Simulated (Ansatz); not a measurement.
## Be4S and its competing phases

These are results of DFT PBE, scalar-relativistic, plane waves, PAW in Ansatz, not measurements. Settings: cutoff 420 eV, Γ-centred meshes spaced at most about 0.3 Å⁻¹, and about 0.25 Å⁻¹ or finer for metals (2π included), Gaussian smearing. No spin polarisation.

Energies over the elements count from the elements' standard structures at the same level, with no fitted energy shifts.

These are static total energies at zero pressure. The reference form of S is held partly by dispersion forces, which this level lacks.

The competitors are the elements and 1 reference phase of this chemical system (from databases or known types: BeS), relaxed at the same level; other known phases may be missing.

The candidate was reached from: SnI4 type (P-43m).

```cif
data_structure
_symmetry_space_group_name_H-M 'P-43m'
_symmetry_Int_Tables_number 215
_cell_length_a 3.8653
_cell_length_b 3.8653
_cell_length_c 3.8653
_cell_angle_alpha 90.000
_cell_angle_beta 90.000
_cell_angle_gamma 90.000
_cell_volume 57.75
loop_
_atom_site_label
_atom_site_type_symbol
_atom_site_symmetry_multiplicity
_atom_site_Wyckoff_symbol
_atom_site_fract_x
_atom_site_fract_y
_atom_site_fract_z
_atom_site_occupancy
Be1 Be 4 e 0.30096 0.30096 0.30096 1
S1 S 1 a 0.00000 0.00000 0.00000 1
```

Question: Into what would it decompose?

Answer: Its formation energy is 0.230 eV/atom. The lowest competing mixture at this composition is this:

```tsv
phase	space group	source	share of atoms	ΔE_f (eV/atom)
Be	-	element	0.6000	0.000
BeS	F-43m (No. 216)	COD	0.4000	-1.070
```

The mixture lies at -0.428 eV/atom, and the candidate lies 0.66 eV/atom above it. The candidate matches no cell in the subsets of the Crystallography Open Database and the Materials Project at hand. A phase this far over the hull is unlikely to be made.
